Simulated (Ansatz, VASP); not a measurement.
## Ca: VASP beside Ansatz

```xyz
1
Lattice="-2.2400 2.2400 2.2400 2.2400 -2.2400 2.2400 2.2400 2.2400 -2.2400" Properties=species:S:1:pos:R:3 pbc="T T T"
Ca    0.0000    0.0000    0.0000
```

This isn't the form of Ca at room conditions, which is fcc.

Alike in both runs: task single point; functional PBE; k mesh 6 × 6 × 6; occupations gaussian, width 0.1 eV; no spin polarisation.

```csv
,VASP,Ansatz
version,VASP 6.6.1,Ansatz 0.2.0
potentials or method,"VASP PAW PBE potentials, release 64 (Ca_sv)","scalar-relativistic, plane waves, PAW"
plane-wave cutoff (eV),520,420
valence electrons in the cell,10,10
```

```tsv
	VASP	Ansatz	Ansatz less VASP
gap on the k mesh at the Fermi level (eV)	none	none	-
pressure (GPa)	-0.9	-0.9	-0.01
```

A gap of «none» marks a metal or a gap that the smearing closes. With one functional, cell and mesh, what is left measures potentials, basis and numerics.
